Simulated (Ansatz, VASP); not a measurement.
# Two plane-wave programs on In

```
In
1.0
    -1.61906    1.66124    2.52477
     1.66124   -1.61906    2.52477
     1.56693    1.56693   -2.49705
In
1
Direct
  0.00000 0.00000 0.00000
```

Alike in both runs: task single point; functional r2SCAN; k mesh 6 × 6 × 7; occupations fermi-dirac, width 0.1 eV; no spin polarisation.

|  | VASP | Ansatz |
| --- | --- | --- |
| version | VASP 6.6.1 | Ansatz 0.2.0 |
| potentials or method | VASP PAW PBE potentials, release 64 (In_d) | plane waves (500 eV) with PAW, scalar-relativistic |
| plane-wave cutoff (eV) | 520 | 500 |
| valence electrons in the cell | 13 | 13 |

Ansatz gave:

```
pressure (GPa)                                  : -0.1
largest component of the traceless stress (GPa) : 2.29
```

Problem. Which values does VASP return?

Solution. Pressure (GPa): 0.0; largest component of the traceless stress (GPa): 2.30.

The functional is the same, so the differences come from potentials, cutoffs and numerics.

Caveats: the k mesh is coarse (spacing up to 0.40 Å⁻¹), so the values aren't converged; the PAW data sets were made with another functional, which shifts forces and pressure a little (VASP).
